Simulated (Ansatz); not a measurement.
# Al7P8: the cost of one run

Program: Ansatz 0.2.0. Level of theory: DFT PBE, scalar-relativistic, plane waves, PAW. These are calculated values, not measurements.

The COD entry's cell or inner coordinates are ideal or old and differ from later refinements, so a difference from it is no clean test against experiment.

6 further runs of the same task are left out: 6 set aside as unsound or not needed.

### Step 1. The starting structure

It takes space group F-43m (No. 216, cubic). The conventional cell has a = 5.507 Å, b = 5.507 Å, c = 5.507 Å, α = 90.00°, β = 90.00°, γ = 90.00°. Al (site symmetry -43m) is surrounded by 4 P at 2.38 Å. P (site symmetry -43m) is surrounded by 4 Al at 2.38 Å.

As a file:

```
Al P
1.0
     0.00000    2.75326    2.75326
     2.75326    0.00000    2.75326
     2.75326    2.75326    0.00000
Al P
1 1
Direct
  0.00000 0.00000 0.00000
  0.75000 0.75000 0.75000
```

This cell was relaxed beforehand with the same method: volume 20.87 Å³/atom, gap on the mesh 1.63 eV.

### Step 2. The scan

Atoms count from 1 in the order of the input.

An atom moved over a plane that holds its own site and a neighbouring vacancy.

The axes are (1) path of Al1 from its site (0) to the vacancy (1), 3.894 Å: 11 values from −0.125 to 1.125; (2) shift of Al1 across the path, along [1 0 -1]: 9 values from −0.500 Å.

Nothing else is relaxed (all other atoms held at the sites of the perfect crystal). Points are written as (first, second).

### Step 3. The run at (−0.125, −0.375 Å)

The input, input.yaml:

```yaml
crystal:
  lattice:
    - [0.0, 5.5065207351, -5.5065207351]
    - [5.5065207351, 5.5065207351, 0.0]
    - [5.5065207351, 0.0, -5.5065207351]
  atoms:
    - { symbol: Al, position: [0.0481547343, 0.5625, 0.4518452657] }
    - { symbol: Al, position: [0.5, 0.0, 0.5] }
    - { symbol: Al, position: [0.5, 0.5, 0.5] }
    - { symbol: Al, position: [0.0, 0.0, 1.0] }
    - { symbol: Al, position: [0.0, 0.5, 1.0] }
    - { symbol: Al, position: [0.5, 0.0, 1.0] }
    - { symbol: Al, position: [0.5, 0.5, 1.0] }
    - { symbol: P, position: [0.125, 0.125, 0.125] }
    - { symbol: P, position: [0.125, 0.625, 0.125] }
    - { symbol: P, position: [0.625, 0.125, 0.125] }
    - { symbol: P, position: [0.625, 0.625, 0.125] }
    - { symbol: P, position: [0.125, 0.125, 0.625] }
    - { symbol: P, position: [0.125, 0.625, 0.625] }
    - { symbol: P, position: [0.625, 0.125, 0.625] }
    - { symbol: P, position: [0.625, 0.625, 0.625] }
total_charge: -3
basis:
  ecutwfc: 420
kpoints:
  mp_grid: { grid: [4, 4, 4] }
hamiltonian:
  xc: pbe
  pseudopotentials: { kind: paw, azcp: { folder: soft_1 } }
scf:
  occupations: { method: gaussian, width: 0.05 }
output:
  forces: true
  stress: true
  eigenvalues: true
  write_density: true
  write_potential: true
  elf: true
  volumetric_format: npy
```

Started as:

```
$ ansatz run input.yaml --threads 4 --pin off --max-ram 8192MiB --backend cpu --events-out ev --progress --plain --runs-dir out
```

What time and memory should one allow on 4 threads of AMD EPYC 9R45 (Zen 5), shared host?

About 5.2 s, with a peak of 0.99 GiB.
